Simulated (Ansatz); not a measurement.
# BP: from a trial structure to a relaxed crystal

Method: DFT PBE, scalar-relativistic, plane waves, PAW in Ansatz. Cutoff 420 eV, Γ-centred k mesh, Gaussian smearing, no spin polarisation in the final step.

The start is a random cell of BP with space group Cmmm (No. 65), drawn with lower limits on the distances.

```yaml
crystal:
  lattice:
    - [1.94332, -2.93771, 0.00000]
    - [1.94332, 2.93771, 0.00000]
    - [0.00000, 0.00000, 4.58069]
  atoms:
    - { symbol: B, position: [0.66667, 0.66667, 0.50000] }
    - { symbol: B, position: [0.33333, 0.33333, 0.50000] }
    - { symbol: P, position: [0.83764, 0.16236, 0.00000] }
    - { symbol: P, position: [0.16236, 0.83764, 0.00000] }
```

Cell and atoms relax at zero pressure; the relaxation can't lower the symmetry of the start. After a coarse first stage the cell is made exact in the group found at 0.06 Å.

The zero of energy is the elements' standard structures at the same level; no fitted shifts are applied.

Task: Describe the relaxed structure.

Result: It keeps Cmmm (No. 65). Conventional cell: a = 3.189 Å, b = 9.517 Å, c = 3.524 Å. B is coordinated by 2 B at 1.57–1.62 Å; P is coordinated by 2 P at 2.20 Å and 4 B at 2.52 Å.

```xyz
4
Lattice="1.5945 -4.7585 0.0000 1.5945 4.7585 0.0000 0.0000 0.0000 3.5236" Properties=species:S:1:pos:R:3 pbc="T T T"
B     2.4036    0.0000    1.7618
B     0.7854    0.0000    1.7618
P     1.5945   -3.1370    0.0000
P     1.5945    3.1370    0.0000
```

Task: What are its volume, energy, density and gap?

Result: The volume per atom is 13.37 Å³ and the density is 2.60 g/cm³. The energy over the elements is 0.72 eV/atom and the gap on the 16×16×14 mesh is 0 eV (a metal).

The final run used a 16×16×14 mesh on its 4-atom cell and 0.10 eV smearing. The k mesh leaves about 4 meV/atom of noise in metals. Symmetry constrained the relaxation, so the result can be a saddle point. The steps took roughly 4 core-minutes in all.